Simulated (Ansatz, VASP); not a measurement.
# BN (BN (P6_3/mmc)): VASP beside Ansatz, part 2 of 2

Aim: how closely do two programs agree when they are given the same cell, functional and k mesh? The cell is taken from a series of runs on this material, whose earlier steps may have relaxed, scaled, displaced or heated it; both programs get it as it stands.

VASP 6.6.1 and Ansatz 0.2.0.

So far. Step 2 (VASP: single point, PBEsol): The run ends at a pressure of 0.86 GPa.

## Step 4: Side by side

Known differences besides the potentials themselves: the cutoff is 420 eV in Ansatz and 520 eV in VASP (PREC = Accurate, projectors in real space); Ansatz makes its cores anew for this functional, VASP keeps those of its PBE data sets. Total energies have different zeros and are not compared.

The two programs side by side:

| quantity | Ansatz | VASP | difference |
| --- | --- | --- | --- |
| gap on the k mesh (eV) | 4.300 | 4.290 | +0.010 |

A gap on the mesh is an upper bound, since the band edges may lie between its points.

## Step 5: Summary of results

```json
{
  "difference in gap on the k mesh (single point, PBEsol)": "0.010 eV"
}
```

What this shows: The difference in gap on the k mesh is 0.010 eV (single point, PBEsol), within the 0.08 eV picked in this series as the mark of a large difference. How closely two codes agree says nothing of how well the functional describes the real material.

[Lines on the potential files, build, host, timing and source positions are cut from VASP's logs without a mark.]

[Logs are printed without paths, hosts, clocks, repeated set-up lines and the standing remarks that a program may print on its own settings, such as how far it seeks lower states.]

[Hosts, paths, dates, database ids (printed as entryN), source tags and the programs' standing remarks are cut or masked in the printed files.]
